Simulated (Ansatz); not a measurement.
## Field gradients of SrTiO₃ from run to run

Cell of run 1: an entry of the Crystallography Open Database (COD).

```
Sr Ti O
1.0
     3.90500    0.00000    0.00000
     0.00000    3.90500    0.00000
     0.00000    0.00000    3.90500
Sr Ti O
1 1 3
Direct
  0.00000 0.00000 0.00000
  0.50000 0.50000 0.50000
  0.00000 0.50000 0.50000
  0.50000 0.00000 0.50000
  0.50000 0.50000 0.00000
```

Sites (sets of like atoms) are named by element and the number of their first atom in this list.

Relaxed positions (PBE, cell held):

```
CELL_PARAMETERS angstrom
3.90500 0.00000 0.00000
0.00000 3.90500 0.00000
0.00000 0.00000 3.90500
ATOMIC_POSITIONS crystal
Sr 0.00000 0.00000 0.00000
Ti 0.50000 0.50000 0.50000
O 0.00000 0.50000 0.50000
O 0.50000 0.00000 0.50000
O 0.50000 0.50000 0.00000
```

All runs are DFT with Ansatz 0.2.0 (plane waves and PAW, scalar-relativistic unless spin–orbit coupling is named, Γ-centred meshes, Fermi–Dirac smearing where given) in this cell.

Run 1: PBE, atoms as given; 420 eV, 8×8×8 k-points, smearing 0.02 eV.
Run 2: r2SCAN, at the relaxed atoms; 500 eV, 8×8×8 k-points, smearing 0.02 eV.
Run 3: PBE with spin–orbit coupling, at the relaxed atoms; 420 eV, 8×8×8 k-points, smearing 0.02 eV.
Run 4: LDA, at the relaxed atoms; 420 eV, 8×8×8 k-points, smearing 0.02 eV.
Run 5: PBEsol, at the relaxed atoms; 420 eV, 8×8×8 k-points, smearing 0.02 eV.

```csv
run,O V_zz (η)
1,1.30 (0.00)
2,1.59 (0.00)
3,1.30 (0.00)
4,0.96 (0.00)
5,?
```

V_zz in 10²¹ V/m²; 1 of the 3 sets of like atoms are followed.

Problem. Estimate the row of run 5.

Solution. O: 1.10 (0.00). It lies nearest to run 4, from whose tensors on these sites it differs by 0.14 at most (largest principal value of the difference, on O). Taken one at a time, the functional (between the two that differ most) moves the tensors on these sites by up to 0.64 (largest principal value of the change, on O), spin–orbit coupling by 0.00.

This high-symmetry form of SrTiO3 is unstable when cold, to tilts of the octahedra. The symmetry of the cell holds that distortion back, wholly or in part, and it would change the field gradients, the more the larger the distortion. The cell isn't the equilibrium one in run 4 (calculated pressure -7 GPa), and the entry's cell may itself be off.
